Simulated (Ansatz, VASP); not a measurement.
## TaN in VASP and in Ansatz

```xyz
6
Lattice="5.2812 0.0000 0.0000 -2.6406 4.5736 0.0000 0.0000 0.0000 2.9587" Properties=species:S:1:pos:R:3 pbc="T T T"
Ta    0.0000    3.0491    1.4794
Ta    2.6406    1.5245    1.4794
Ta    0.0000    0.0000    0.0000
N     2.0747    0.0000    0.0000
N     1.6032    2.7769    0.0000
N    -1.0374    1.7968    0.0000
```

Alike in both runs: task single point; functional PBEsol; k mesh 5 × 5 × 8; occupations fermi-dirac, width 0.05 eV; no spin polarisation.

|  | VASP | Ansatz |
| --- | --- | --- |
| version | VASP 6.6.1 | Ansatz 0.2.0 |
| potentials or method | VASP PAW PBE potentials, release 64 (Ta_pv, N) | plane waves, PAW |
| plane-wave cutoff (eV) | 520 | 550 |
| valence electrons in the cell | 48 | 54 |

Ansatz gave:

* pressure (GPa): -17.8
* largest component of the traceless stress (GPa): 1.67

What did VASP give for the same quantities?

Pressure (GPa): -17.1; largest component of the traceless stress (GPa): 1.73.

The two sets of potentials don't hold the same shells in valence.

Caveats: so large a pressure means that the cell lies far from this level's equilibrium, or that cutoff or potentials fall short (VASP); the potentials were made for another functional, which shifts forces and pressure (VASP). The runs have no spin-orbit coupling, so splittings on Ta are missing.
